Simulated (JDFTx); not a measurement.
## BeTe under changes of volume

One of the cells (21.254 Å³/atom); the others are scaled copies at fixed shape and fractional positions:

```
Te Be
1.0
     0.00000    2.77000    2.77000
     2.77000    0.00000    2.77000
     2.77000    2.77000    0.00000
Te Be
1 1
Direct
  0.75000 0.75000 0.75000
  0.00000 0.00000 0.00000
```

```yaml
Program: JDFTx 1.7.0 (patched build)
Functional: r2SCAN
Potentials_or_basis: SG15-PBE-1.2
Cutoff: 1088 eV
Density_cutoff: 8708 eV
k_mesh: 6 × 6 × 6
Occupations: fermi-dirac, width 0.05 eV
Spin: no spin polarisation
```

```tsv
volume (Å³/atom)	energy over the lowest point (meV/atom)	pressure (GPa)	gap on the mesh (eV)
19.979	55.95	8.4	2.21
20.404	36.24	6.5	2.27
20.829	?	?	?
21.254	10.57	3.3	2.37
21.679	3.19	1.8	2.42
22.104	0.00	0.6	2.46
22.529	0.07	-0.6	2.50
```

Task: What does the run at 20.829 Å³/atom give?

Result: Energy over the lowest point 21.26 meV/atom; pressure 4.8 GPa; gap on the mesh 2.32 eV.

Worked out: A Birch-Murnaghan fit of order 3 (a polynomial in V^(-2/3)) to the other rows has its minimum at 22.31 Å³/atom with B0 = V·E''(V) = 65 GPa (rough, since the energies scatter). It gives 21.27 meV/atom at 20.829 Å³/atom, against the run's 21.26, and -dE/dV = 4.9 GPa, against 4.8. A straight line through the other rows of the gap, of slope 2.42 eV per unit of ln V, gives 2.32 eV, against the run's 2.32.

Energies are extrapolated to zero smearing.

Caveats: the potentials were made for another functional, which shifts forces and pressure; spin-orbit coupling is left out, which moves the levels of the heavy elements.

A mesh can miss the band edges.
